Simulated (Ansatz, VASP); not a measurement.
Two plane-wave programs on Nb

File INCAR:

```
SYSTEM = Nb
PREC = Accurate
ENCUT = 520
EDIFF = 1E-6
ISMEAR = 1
SIGMA = 0.3
LREAL = .FALSE.
LASPH = .TRUE.
NELM = 100
ALGO = Normal
ISIF = 2
LWAVE = .FALSE.
LCHARG = .FALSE.
GGA = PE
NBANDS = 12
```

Contents of KPOINTS:

```
Automatic mesh
0
G
  13 13 13
  0 0 0
```

POSCAR

```
Nb
1.0
   -1.6547957147      1.6547957147      1.6547957147
    1.6547957147     -1.6547957147      1.6547957147
    1.6547957147      1.6547957147     -1.6547957147
Nb
1
Direct
    0.0000000000      0.0000000000      0.0000000000
```

Input for Ansatz:

```yaml
crystal:
  lattice:
    - [-1.6547957147, 1.6547957147, 1.6547957147]
    - [1.6547957147, -1.6547957147, 1.6547957147]
    - [1.6547957147, 1.6547957147, -1.6547957147]
  atoms:
    - { symbol: Nb, position: [0.0, 0.0, 0.0] }
hamiltonian:
  xc: pbe
  pseudopotentials:
    kind: paw
    azcp:
      Nb: "pseudopotentials/Nb.paw.azcp"
basis:
  ecutwfc: 420
  fft_grid_basis: typed
kpoints:
  mp_grid: { grid: [13, 13, 13], shift: [0, 0, 0] }
magnetization:
  spin_polarized: false
scf:
  occupations: { method: methfessel_paxton, width: 0.3 }
  lower_state_search: "off"
output:
  stress: true
  write_density: true
  write_potential: true
  elf: true
  volumetric_format: npy
```

Alike in both runs: task single point; functional PBE; k mesh 13 × 13 × 13; occupations methfessel-paxton of order 1, width 0.3 eV; no spin polarisation.

|  | VASP | Ansatz |
| --- | --- | --- |
| version | VASP 6.6.1 | Ansatz 0.2.0 |
| potentials or method | VASP PAW PBE potentials, release 64 (Nb_sv) | plane waves (420 eV) with PAW, scalar-relativistic |
| plane-wave cutoff (eV) | 520 | 420 |
| valence electrons in the cell | 13 | 13 |

Ansatz gave:

- pressure (GPa): -0.4

Q: What did VASP give for the same quantities?

A: Pressure (GPa): -0.7.

The functional is the same, so the differences come from potentials, cutoffs and numerics.
